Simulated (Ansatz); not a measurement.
**Ionic part of the dielectric constant of Li2S at 25 GPa, mode by mode**

These are results of Ansatz, DFT PBEsol, scalar-relativistic, plane waves, PAW, not measurements. Settings: 420 eV plane-wave cutoff, Γ-centred 8×8×8 mesh, fixed occupations. No spin polarisation. Phonons by linear response, acoustic sum rule imposed.

Symmetry: Fm-3m, No. 225, cubic system. The conventional cell has a = 5.082 Å, b = 5.082 Å, c = 5.082 Å, α = 90.00°, β = 90.00°, γ = 90.00°. Li (site symmetry -43m) has 4 S at 2.20 Å as nearest neighbours. S (site symmetry m-3m) has 8 Li at 2.20 Å as nearest neighbours.

Other phases may be more stable at this pressure.

The primitive cell has V = 32.82 Å³ and ε∞,xx = 4.344. Each polar mode adds Δε = (4.92064×10⁷/V)·S/ν² along x, with S its oscillator strength in e²/amu, ν in cm⁻¹ and V in Å³.

Q: From these modes, find each Δε and ε0,xx.
| ν (cm⁻¹) | S_xx (e²/amu) |
| --- | --- |
| 548.6 | 0.2602 |

A:
| ν (cm⁻¹) | Δε |
| --- | --- |
| 548.6 | 1.30 |

The sum is 1.296, so ε0,xx = 5.64; the run's tensor has 5.64.

Q: Where do the longitudinal modes lie for a wave vector along x?

A: At 625 cm⁻¹. The Lyddane–Sachs–Teller product Π(ν_LO/ν_TO)² = 1.30 matches ε0/ε∞ = 1.30.